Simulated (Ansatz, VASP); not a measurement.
# BN: VASP beside Ansatz

The input INCAR:

```
SYSTEM = BN
  PREC = Accurate
  ENCUT = 520
  EDIFF = 1E-6
  ISMEAR = 0
  SIGMA = 0.02
  LREAL = .False.
  LASPH = .True.
  NELM = 100
  ALGO = Normal
  ISIF = 2
  LWAVE = .False.
  LCHARG = .False.
  GGA = PS
  NBANDS = 11
```

KPOINTS

```
Automatic mesh
0
Gamma
  12 12 12
  0 0 0
```

POSCAR

```
BN
1.0
    0.0000000000      3.5579032425      2.1677666186
    1.2524522067      0.0000000000      2.1677666186
    1.2524522067      3.5579032425      0.0000000000
B N
1 1
Direct
    0.0000672847      0.0000672847      0.9999327153
    0.6666327053      0.6666327053      0.3333672947
```

Input for Ansatz:

```yaml
crystal:
  lattice:
    - [0.0, 3.5579032425, 2.1677666186]
    - [1.2524522067, 0.0, 2.1677666186]
    - [1.2524522067, 3.5579032425, 0.0]
  atoms:
    - { symbol: B, position: [6.72847e-05, 6.72847e-05, 0.9999327153] }
    - { symbol: "N", position: [0.6666327053, 0.6666327053, 0.3333672947] }
basis:
  ecutwfc: 420
kpoints:
  mp_grid: { grid: [12, 12, 12] }
  band_path: { path: [VBM, CBM], npoints: 2 }
hamiltonian:
  xc: pbesol
scf:
  occupations: { method: gaussian, width: 0.02 }
output:
  forces: true
  stress: true
  eigenvalues: true
checkpoint:
  read: start.run
  write: ck
  compress: false
  write_wavefunctions: false
  write_every: 100000
```

Alike in both runs: task single point; functional PBEsol; k mesh 12 × 12 × 12; occupations gaussian, width 0.02 eV; no spin polarisation.

```csv
,VASP,Ansatz
version,VASP 6.6.1,Ansatz 0.2.0
potentials or method,"VASP PAW PBE potentials, release 64 (B, N)","scalar-relativistic, plane waves, PAW"
plane-wave cutoff (eV),520,420
valence electrons in the cell,8,8
```

```csv
,VASP,Ansatz,Ansatz less VASP
gap on the k mesh at the Fermi level (eV),3.81,3.82,+0.010
least direct gap on the mesh (eV),4.49,4.50,+0.007
pressure (GPa),0.3,0.0,-0.28
largest component of the traceless stress (GPa),0.40,0.02,-0.381
```

Caveats: the PAW data sets were made with another functional, which shifts forces and pressure a little (VASP). PBEsol gaps usually lie below the measured ones, often by a third to a half. A k mesh can miss the band edges.
